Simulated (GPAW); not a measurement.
The system is NaCl.

```
Cl Na
1.0
     3.50219    0.00000    0.00000
     0.00000    3.50219    0.00000
     0.00000    0.00000    3.50219
Cl Na
1 1
Direct
  0.50000 0.50000 0.50000
  0.00000 0.00000 0.00000
```

Measurements of this composition are mostly on another form, of space group No. 225.

* Program: GPAW 26.7.0
* Task: relaxation of cell and atoms
* Functional: RPBE
* Dispersion: D3(BJ)
* Potentials or basis: the program's PAW data sets (release 1.2.1) made for this functional
* Cutoff: 800 eV
* Basis: pw
* k mesh: 8 × 8 × 8
* Occupations: fermi-dirac, width 0.05 eV
* Spin: no spin polarisation

At the start: pressure -9.2 GPa; volume 21.48 Å³/atom.

How do energy, volume and symmetry change on relaxing?

Over 15 steps the energy falls by 208.4 meV/atom and the volume is 15.90 Å³/atom (-26.0 %); space group Pm-3m (No. 221, to 0.05 Å).

The path:
```
step  energy change (eV)  largest force (eV/Å)  pressure (GPa)  volume (Å³)
   1              0.0000                0.0000           -9.18        42.96
   2             -0.0445                0.0000           -9.00        42.17
   3             -0.1266                0.0000           -8.55        40.67
   4             -0.2316                0.0000           -7.59        38.59
   5             -0.3354                0.0000           -5.75        36.12
   6             -0.4055                0.0000           -2.54        33.47
   7             -0.4085                0.0000            2.50        30.90
   8             -0.4089                0.0000            2.43        30.93
   9             -0.4098                0.0000            2.30        30.99
  10             -0.4109                0.0000            2.10        31.07
  11             -0.4122                0.0000            1.85        31.17
  12             -0.4136                0.0000            1.56        31.30
  13             -0.4149                0.0000            1.24        31.44
  14             -0.4159                0.0000            0.89        31.61
  15             -0.4168                0.0000            0.48        31.79
```

Final structure:
```xyz
2
Lattice="3.1680 0.0000 0.0000 0.0000 3.1680 0.0000 0.0000 0.0000 3.1680" Properties=species:S:1:pos:R:3 pbc="T T T"
Cl    1.5840    1.5840    1.5840
Na    0.0000    0.0000    0.0000
```

Caveat: later steps reuse the first step's grids; the volume moved by over 15 % at a fixed basis, so the end points are rough.
